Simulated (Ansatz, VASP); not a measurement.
## Two plane-wave programs on Ni

```
CELL_PARAMETERS angstrom
0.00000 2.46815 2.46815
2.46815 0.00000 2.46815
2.46815 2.46815 0.00000
ATOMIC_POSITIONS crystal
Ni 0.12500 0.12500 0.12500
Ni 0.87500 0.87500 0.87500
```

Alike in both runs: functional LDA; k mesh 11 × 11 × 11; occupations fermi-dirac, width 0.1 eV; no spin polarisation.

Ansatz relaxed the structure, and its values are those at the end. VASP's run is a single point on that final structure, the one shown.

|  | VASP | Ansatz |
| --- | --- | --- |
| version | VASP 6.6.1 | Ansatz 0.2.0 |
| potentials or method | VASP PAW LDA potentials, release 64 (Ni) | plane waves (420 eV) with PAW, scalar-relativistic |
| plane-wave cutoff (eV) | 520 | 420 |
| valence electrons in the cell | 20 | 36 |

|  | VASP | Ansatz | Ansatz less VASP |
| --- | --- | --- | --- |
| pressure (GPa) | -0.2 | 0.0 | +0.21 |

The two sets of potentials don't hold the same shells in valence. Ansatz warned: «pseudo_functional_mismatch».

Caveats: the run has no spin polarisation, though such a crystal can be magnetic. Spin polarisation is off, so any magnetic state and its effect on volume and gap are missing.
